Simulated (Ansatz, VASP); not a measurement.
# One calculation of Al2Cu, two programs

```xyz
3
Lattice="-1.8872 2.0838 3.0453 2.0838 -1.8872 3.0453 2.1308 2.1308 -2.9053" Properties=species:S:1:pos:R:3 pbc="T T T"
Al    0.1429    2.1846    1.5927
Al    2.1633    0.1642    1.5927
Cu    0.1196    0.0770    3.0453
```

Alike in both runs: task single point; functional PBE; k mesh 10 × 10 × 12; occupations gaussian, width 0.1 eV; no spin polarisation.

|  | VASP | Ansatz |
| --- | --- | --- |
| version | VASP 6.6.1 | Ansatz 0.2.0 |
| potentials or method | VASP PAW PBE potentials, release 64 (Al, Cu) | scalar-relativistic, plane waves, PAW |
| plane-wave cutoff (eV) | 520 | 420 |
| valence electrons in the cell | 17 | 25 |

|  | VASP | Ansatz | Ansatz less VASP |
| --- | --- | --- | --- |
| gap on the k mesh at the Fermi level (eV) | none | none | - |
| pressure (GPa) | -6.3 | -6.6 | -0.34 |
| largest component of the traceless stress (GPa) | 3.49 | 3.58 | +0.083 |
| rms of the force components (eV/Å) | 0.083 | 0.083 | +0.0001 |

Atom by atom the forces differ by 0.003 eV/Å (rms over components). A gap of «none» marks a metal or a gap that the smearing closes. The functional is the same, so the differences come from potentials, cutoffs and numerics. The two sets of potentials don't hold the same shells in valence.
